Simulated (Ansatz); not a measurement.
SnSe: projected DOS by orbital

```xyz
4
Lattice="5.1099 0.0000 0.0000 -2.5550 4.4253 0.0000 0.0000 0.0000 6.1646" Properties=species:S:1:pos:R:3 pbc="T T T"
Sn    0.0000    2.9502   -0.2749
Sn    2.5550    1.4751    2.8074
Se    0.0000    2.9502    2.5928
Se    2.5550    1.4751    5.6751
```

Atoms are numbered in the order listed.

The cell was built from the wurtzite type and relaxed in the same program, and has space group P6_3mc; it needn't be a known or the stable phase.

No spin–orbit coupling, which matters for the heavy atoms here.

Computed with DFT, PBE, all-electron LAPW, scalar-relativistic (Ansatz 0.2.0).

Sampling and basis: a Γ-centred 11×11×6 k mesh, Fermi–Dirac smearing of 0.08 eV, basis error target 1 meV/atom, no spin polarisation.

States per eV for one atom of each kind, in 0.4 eV bins named by their centres, from the valence-band top, projected on a minimal set of Löwdin-orthogonalised atomic shells; orbitals are real harmonics on the Cartesian axes, equal curves share a column, and empty bins are left out, as is all above 5.2 eV, near the top of the computed bands.

Sn1 5p:

```
# E all pz px=py
-13.2 0.15 0.05 0.05
-12.8 0.41 0.15 0.13
-12.4 0.01 0.00 0.00
-7.6 0.02 0.00 0.01
-7.2 0.04 0.01 0.01
-6.8 0.02 0.01 0.00
-4.8 0.02 0.01 0.00
-4.4 0.36 0.14 0.11
-4.0 0.59 0.18 0.20
-3.6 0.52 0.11 0.20
-3.2 0.41 0.16 0.13
-2.8 0.54 0.19 0.18
-2.4 0.35 0.15 0.10
-2.0 0.20 0.06 0.07
-1.6 0.18 0.05 0.06
-1.2 0.23 0.08 0.08
-0.8 0.27 0.07 0.10
-0.4 0.07 0.02 0.02
0.8 0.34 0.11 0.11
1.2 1.41 0.39 0.51
1.6 0.99 0.19 0.40
2.0 1.52 0.53 0.49
2.4 1.26 0.24 0.51
2.8 0.87 0.24 0.32
3.2 1.08 0.46 0.31
3.6 0.99 0.37 0.31
4.0 0.81 0.34 0.24
4.4 0.37 0.22 0.07
4.8 0.20 0.15 0.03
```

Se3 4p:

```
# E all pz px=py
-13.2 0.01 0.00 0.00
-12.8 0.01 0.00 0.00
-7.6 0.32 0.13 0.10
-7.2 0.52 0.17 0.17
-6.8 0.27 0.11 0.08
-6.4 0.09 0.04 0.02
-6.0 0.03 0.01 0.01
-5.6 0.01 0.00 0.00
-4.8 0.02 0.01 0.00
-4.4 0.52 0.20 0.16
-4.0 1.00 0.29 0.36
-3.6 1.06 0.21 0.43
-3.2 1.03 0.36 0.33
-2.8 1.74 0.54 0.60
-2.4 1.71 0.73 0.49
-2.0 0.56 0.22 0.17
-1.6 0.40 0.12 0.14
-1.2 0.67 0.27 0.20
-0.8 0.79 0.20 0.29
-0.4 0.37 0.05 0.16
0.0 0.02 0.00 0.01
0.8 0.04 0.01 0.02
1.2 0.26 0.07 0.10
1.6 0.21 0.05 0.08
2.0 0.38 0.11 0.13
2.4 0.44 0.07 0.19
2.8 0.34 0.09 0.12
3.2 0.45 0.18 0.13
3.6 0.47 0.16 0.16
4.0 0.45 0.18 0.13
4.4 0.22 0.14 0.04
4.8 0.12 0.10 0.01
```

Sn1 5s:

```
# E all
-13.6 0.01
-13.2 0.14
-12.8 0.07
-7.6 0.75
-7.2 1.41
-6.8 0.81
-6.4 0.29
-6.0 0.12
-5.6 0.05
-4.4 0.02
-4.0 0.02
-3.6 0.01
-3.2 0.02
-2.8 0.04
-2.4 0.06
-2.0 0.12
-1.6 0.15
-1.2 0.23
-0.8 0.28
-0.4 0.13
0.0 0.01
0.8 0.01
1.2 0.06
1.6 0.03
2.0 0.03
2.4 0.03
2.8 0.02
3.2 0.02
3.6 0.01
4.0 0.01
```

Se3 4s:

```
# E all
-13.6 0.06
-13.2 1.11
-12.8 2.82
-12.4 0.19
-7.6 0.01
-7.2 0.06
-6.8 0.08
-6.4 0.05
-6.0 0.03
-5.6 0.01
-4.0 0.01
-3.6 0.01
-3.2 0.01
-2.8 0.02
-2.4 0.02
-2.0 0.01
-1.6 0.01
-1.2 0.03
-0.8 0.04
-0.4 0.01
0.8 0.03
1.2 0.13
1.6 0.09
2.0 0.06
2.4 0.04
2.8 0.01
3.2 0.01
```
